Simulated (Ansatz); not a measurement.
Cl under changes of volume

One of the cells (29.048 Å³/atom); the others are scaled copies at fixed shape and fractional positions:

```
Cl
1.0
     3.14500   -2.25000    0.00000
     3.14500    2.25000    0.00000
     0.00000    0.00000    8.21000
Cl
4
Direct
  0.37000 0.63000 0.40000
  0.13000 0.87000 0.90000
  0.63000 0.37000 0.60000
  0.87000 0.13000 0.10000
```

* Program: Ansatz 0.2.0
* Functional: r2SCAN
* Potentials or basis: Ansatz PAW
* Cutoff: 500 eV (not typed: the program's choice for these potentials)
* k mesh: 7 × 7 × 4
* Occupations: fermi-dirac, width 0.05 eV
* Spin: no spin polarisation

```csv
volume (Å³/atom),energy over the lowest point (meV/atom),pressure (GPa),gap on the mesh (eV),largest force (eV/Å)
27.305,4.12,1.3,3.11,0.592
27.886,0.82,0.6,3.03,0.319
28.467,0.00,-0.1,2.94,0.093
29.048,1.39,-0.7,2.87,0.202
29.629,4.75,-1.2,2.79,0.416
30.210,9.87,-1.6,2.72,0.620
30.791,?,?,?,?
```

Question: What does the run at 30.791 Å³/atom give?

Answer: Energy over the lowest point 16.55 meV/atom; pressure -2.0 GPa; gap on the mesh 2.65 eV; largest force 0.810 eV/Å.

Worked out: A Birch-Murnaghan fit of order 3 (a polynomial in V^(-2/3)) to the other rows has its minimum at 28.38 Å³/atom with B0 = V·E''(V) = 30 GPa and B' = 4.6 at fixed shape and positions, which overstates the stiffness. It gives 16.56 meV/atom at 30.791 Å³/atom, against the run's 16.55, and -dE/dV = -2.0 GPa, against -2.0. A straight line through the other rows of the gap, of slope -3.87 eV per unit of ln V, extrapolates to 2.64 eV, against the run's 2.65.

Energies are extrapolated to zero smearing.

Caveats: odd divisions of the mesh miss points on the zone boundary, where band edges often lie, so the gap on the mesh can be too wide; the PAW data sets come from PBE, with cores solved anew for the run's functional, which leaves a small shift of forces and pressure.

A mesh can miss the band edges.
